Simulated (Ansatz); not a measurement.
Set up this calculation in Ansatz 0.2.0, as the native input.

* Task: elastic constants
* Functional: PBEsol
* Potentials or basis: Ansatz PAW
* Cutoff: 420 eV (not typed: the program's choice for these potentials)
* k mesh: 8 × 8 × 8
* Occupations: fermi-dirac, width 0.05 eV
* Spin: no spin polarisation
* Atoms under strain: relaxed

The system is Nb.

```
Nb
1.0
    -1.66395    1.66395    1.66395
     1.66395   -1.66395    1.66395
     1.66395    1.66395   -1.66395
Nb
1
Direct
  0.00000 0.00000 0.00000
```

These files were run (other wordings do the same):

input.yaml

```yaml
crystal:
  lattice:
    - [-1.66395, 1.66395, 1.66395]
    - [1.66395, -1.66395, 1.66395]
    - [1.66395, 1.66395, -1.66395]
  atoms:
    - { symbol: Nb, position: [0.0, 0.0, 0.0] }
hamiltonian:
  xc: pbesol
  pseudopotentials: { kind: paw }
kpoints:
  mp_grid: { grid: [8, 8, 8] }
scf:
  occupations: { method: fermi_dirac, width: 0.05 }
output:
  forces: true
  stress: true
elastic:
  mode: relaxed_ion
  stencil: two_point
```

Potentials or basis: Ansatz PAW.

Run with:

```bash
$ ansatz run input.yaml --threads 2 --pin off --max-ram 5632MiB --backend cpu --events-out ev --progress --plain --runs-dir out
```

It gave:

```json
{"Pressure": "-8.1 GPa", "Band gap on the k mesh": "none (metal or under the smearing width)", "Elastic constants C11, C12, C44": "245, 113, 43 GPa", "Voigt bulk modulus": "157 GPa"}
```

Caveat: the cell is more than 3 GPa from zero pressure, which shifts response properties; elastic constants of metals need much finer meshes, so these are rough; the PAW data sets come from PBE, with cores solved anew for the run's functional, which leaves a small shift of forces and pressure.

It took 3.2 s on 2 threads of Intel(R) Xeon(R) Processor @ 2.70GHz, on a shared host, peak memory 0.32 GiB.
